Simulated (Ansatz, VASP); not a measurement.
SiC in VASP and in Ansatz

The input INCAR:

```
  ALGO = Normal
  EDIFF = 1E-7
  ENCUT = 520
  GGA = PE
  ISIF = 2
  ISMEAR = 0
  LASPH = True
  LCHARG = False
  LREAL = False
  LWAVE = False
  NBANDS = 11
  NELM = 100
  PREC = Accurate
  SIGMA = 0.05
```

File KPOINTS:

```
k-points
0
Gamma
  12 12 12
```

POSCAR

```
SiC
1.0
    0.0000000000      2.1898271435      2.1898271435
    2.1898271435      0.0000000000      2.1898271435
    2.1898271435      2.1898271435      0.0000000000
Si C
1 1
Direct
    0.0000000000      0.0000000000      0.0000000000
    0.7500000000      0.7500000000      0.7500000000
```

Input for Ansatz:

```yaml
crystal:
  lattice:
    - [0.0, 2.1898271435, 2.1898271435]
    - [2.1898271435, 0.0, 2.1898271435]
    - [2.1898271435, 2.1898271435, 0.0]
  atoms:
    - { symbol: Si, position: [0.0, 0.0, 0.0] }
    - { symbol: C, position: [0.75, 0.75, 0.75] }
basis:
  ecutwfc: 520.0
kpoints:
  mp_grid: { grid: [12, 12, 12] }
hamiltonian:
  xc: pbe
  pseudopotentials: { kind: paw, azcp: { folder: soft_1 } }
scf:
  occupations: { method: gaussian, width: 0.05 }
output:
  forces: true
  stress: true
  eigenvalues: true
```

Alike in both runs: task single point; functional PBE; k mesh 12 × 12 × 12; occupations gaussian, width 0.05 eV; no spin polarisation.

```csv
,VASP,Ansatz
version,VASP 6.6.1,Ansatz 0.2.0
potentials or method,"VASP PAW PBE potentials, release 64 (Si, C)","scalar-relativistic, plane waves, PAW"
plane-wave cutoff (eV),520,520
valence electrons in the cell,8,8
```

|  | VASP | Ansatz | Ansatz less VASP |
| --- | --- | --- | --- |
| gap on the k mesh at the Fermi level (eV) | 1.37 | 1.37 | +0.003 |
| least direct gap on the mesh (eV) | 4.53 | 4.53 | +0.008 |
| pressure (GPa) | 0.0 | 0.0 | +0.04 |

With one functional, cell and mesh, what is left measures potentials, basis and numerics.

A k mesh can miss the band edges. As with any semilocal functional, this PBE gap is likely too small.
